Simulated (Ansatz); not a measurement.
Crystal: CdS.

```xyz
2
Lattice="0.0000 2.7532 2.7532 2.7532 0.0000 2.7532 2.7532 2.7532 0.0000" Properties=species:S:1:pos:R:3 pbc="T T T"
Cd    0.0000    0.0000    0.0000
S     2.7532    2.7532    2.7532
```

Measurements of this composition are mostly on another form, of space group No. 186.

Base run:

| Property | Result |
| --- | --- |
| Program | Ansatz 0.2.0 |
| Functional | HSE06 |
| Potentials or basis | all-electron PAW datasets made for the crystal |
| Cutoff | 290 eV (chosen from the basis error) |
| k mesh | 6 × 6 × 6 |
| Occupations | fermi-dirac, width 0.05 eV |
| Spin | no spin polarisation |

Its results: band gap on the k mesh 1.24 eV, indirect (least direct gap 2.56 eV); pressure -2.2 GPa.

Question: The run is repeated on the same cell with these changes: functional from HSE06 to PBE; cutoff from 290 eV (chosen from the basis error) to 260 eV (chosen from the basis error). What comes out?

Answer: Band gap on the k mesh 0.26 eV, indirect (least direct gap 1.55 eV); pressure -0.4 GPa.

HSE06 gives the wider gap, since exact exchange removes part of the self-interaction.

A k mesh can miss the band edges.

The runs don't all hold the same shells in valence.
